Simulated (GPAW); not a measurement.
The system is Ta.

```
Ta
1.0
     2.90037    0.00000    0.00000
    -1.45019    2.51180    0.00000
     0.00000    0.00000    5.16627
Ta
2
Direct
  0.33333 0.66667 0.25000
  0.66667 0.33333 0.75000
```

This isn't the form of Ta at room conditions, which is bcc.

| Quantity | Value |
| --- | --- |
| Program | GPAW 26.7.0 |
| Task | relaxation of cell and atoms |
| Functional | PBEsol |
| Potentials or basis | PAW data sets generated in the run's folder for this functional |
| Cutoff | 600 eV |
| Basis | pw |
| k mesh | 8 × 8 × 4 |
| Occupations | fermi-dirac, width 0.05 eV |
| Spin | no spin polarisation |

At the start: pressure -6.9 GPa; volume 18.82 Å³/atom.

Task: Where does the relaxation end?

Result: Over 5 steps the energy falls by 15.4 meV/atom and the volume is 18.14 Å³/atom (-3.6 %); space group P6_3/mmc (No. 194, to 0.05 Å).

Step by step:
```
step  energy change (eV)  largest force (eV/Å)  pressure (GPa)  volume (Å³)
   1              0.0000                0.0000           -6.91        37.64
   2             -0.0215                0.0000           -3.70        36.99
   3             -0.0298                0.0000            0.13        36.28
   4             -0.0300                0.0000            0.04        36.29
   5             -0.0308                0.0000           -0.05        36.28
```

Final structure:
```yaml
crystal:
  lattice:
    - [2.87150, 0.00000, 0.00000]
    - [-1.43575, 2.48679, 0.00000]
    - [0.00000, 0.00000, 5.08100]
  atoms:
    - { symbol: Ta, position: [0.33333, 0.66667, 0.25000] }
    - { symbol: Ta, position: [0.66667, 0.33333, 0.75000] }
```

Caveat: later steps reuse the first step's grids.
